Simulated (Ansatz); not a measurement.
## Mg: energy less free atoms against volume per atom

All results are calculated (Ansatz 0.2.0). Periodic Kohn-Sham DFT of a crystal at fixed atoms; pressure and stress are positive in compression; the energy is the free energy less that of spherical unpolarised free atoms; site moments are those in the method's own spheres, positive along +z.

Cell of the first row (space group Im-3m, No. 229):
```
cell vectors (Å)
  -1.4464     1.4464     1.4464
   1.4464    -1.4464     1.4464
   1.4464     1.4464    -1.4464
atoms (fractions of the cell vectors)
Mg  0.00000  0.00000  0.00000
```

Settings of every row: method all-electron LAPW; functional PBEsol; relativity scalar; k mesh 16x16x16; filling fermi-dirac; smearing width 0.05 eV; basis error target 0.25 meV/atom; nucleus gaussian.

Atom start moment: 0 on all atoms.

Limits: all rows lie far from zero pressure; cell far from its zero-pressure volume.

```csv
row,volume per atom (Å³),energy less free atoms (eV/atom),pressure (GPa)
1,12.103,-0.2235,75.156
2,12.109,-0.2265,75.015
3,12.36,-0.3398,69.729
4,12.489,?,?
5,12.618,-0.4478,64.715
6,12.875,-0.5481,60.077
7,13.004,-0.5954,57.888
8,13.133,-0.6411,55.781
9,13.262,-0.6851,53.752
10,13.39,-0.7275,51.798
11,13.648,-0.8078,48.1
```

Question: what energy less free atoms should row 4 give?

Worked fit of energy less free atoms. Take u = (V_r/V)^(2/3) − 1 with V_r = 12.939 Å³ an atom, which is twice the finite (Eulerian) strain; such expansions in the strain, on which the Birch-Murnaghan equation of state is built, carry the rest volume and the bulk modulus. The shown rows have u = 0.04553, 0.04519, 0.03099, 0.01689, 0.00331, -0.00334, -0.00987, -0.0163, -0.02258, -0.03494. Least squares give energy less free atoms = −0.57171 + 7.1431 × u + 11.029 × u² eV/atom; a straight line predicts inner rows, each left out in turn, worse (root mean square 0.0065 against 0.00014 eV/atom). The rows lie off it by 0.0001, -0.0001, 0.0000, 0.0001, -0.0002, 0.0000, 0.0000, 0.0001, -0.0001, 0.0000. The withheld row has u = 0.02388, so the fit gives −0.57171 + 7.1431 × (0.02388) + 11.029 × (0.02388)² = -0.3948 eV/atom.

The calculation gave -0.3948 eV/atom. The fit meets it to the printed digit.

The other values of row 4: pressure 67.173 GPa.
